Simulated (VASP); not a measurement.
A run of VASP 6.6.1:

The input INCAR:

```
PREC = Accurate
ENCUT = 520
EDIFF = 1E-6
ISMEAR = 0
SIGMA = 0.05
LREAL = False
LASPH = True
NELM = 100
ALGO = Fast
ISIF = 2
LWAVE = False
LCHARG = True
LDIPOL = True
IDIPOL = 3
DIPOL = 0.5 0.5 0.500
GGA = PE
LELF = True
LVHAR = True
LVACPOTAV = True
```

File KPOINTS:

```
Automatic mesh
0
Gamma
  7 7 1
```

File POSCAR:

```
Sr
1.0
    4.3100002206      0.0000000000      0.0000000000
   -2.1550001103      3.7325696815      0.0000000000
    0.0000000000      0.0000000000     22.0500000000
Sr
3
Direct
    0.3333333333      0.6666666666      0.3401360544
    0.6666666667      0.3333333334      0.5000000000
    0.3333333333      0.6666666666      0.6598639456
```

Potentials or basis: VASP PAW PBE potentials, release 64 (Sr_sv).

Command:

```console
$ cat potpaw_PBE.64/Sr_sv/POTCAR > POTCAR
$ mpirun -np 1 vasp_std > vasp.out
```

Hardware: 1 thread of Intel(R) Xeon(R) Platinum 8488C (Sapphire Rapids) (shared host).

Task: Estimate the wall time of this run.

Result: Run time: 96 s on 1 thread of Intel(R) Xeon(R) Platinum 8488C (Sapphire Rapids) (shared host), peak memory 0.39 GiB. Counts: scf iterations 26, k points 8.
